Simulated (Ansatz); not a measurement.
Starting structure of a cell relaxation (symmetry kept):

```cif
data_structure
_symmetry_space_group_name_H-M 'P6_3/mmc'
_symmetry_Int_Tables_number 194
_cell_length_a 3.2320
_cell_length_b 3.2320
_cell_length_c 5.1470
_cell_angle_alpha 90.000
_cell_angle_beta 90.000
_cell_angle_gamma 120.000
_cell_volume 46.56
loop_
_atom_site_label
_atom_site_type_symbol
_atom_site_symmetry_multiplicity
_atom_site_Wyckoff_symbol
_atom_site_fract_x
_atom_site_fract_y
_atom_site_fract_z
_atom_site_occupancy
Zr1 Zr 2 c 0.33333 0.66667 0.25000 1
```

Theory: DFT PBE, scalar-relativistic, plane waves, PAW in Ansatz 0.2.0.

Plane waves to 420 eV, a k mesh through Γ of 18×18×8 on the computed 2-atom cell and Gaussian smearing (0.10 eV); no spin polarisation.

**Question.** What does it relax to?

**Answer.** The volume goes up by 0.12 Å³/atom to 23.40 Å³/atom, and the energy falls by 0.2 meV/atom. Final structure:
```
Zr
1.0
     3.23363    0.00000    0.00000
    -1.61681    2.80040    0.00000
     0.00000    0.00000    5.16749
Zr
2
Direct
  0.33333 0.66667 0.25000
  0.66667 0.33333 0.75000
```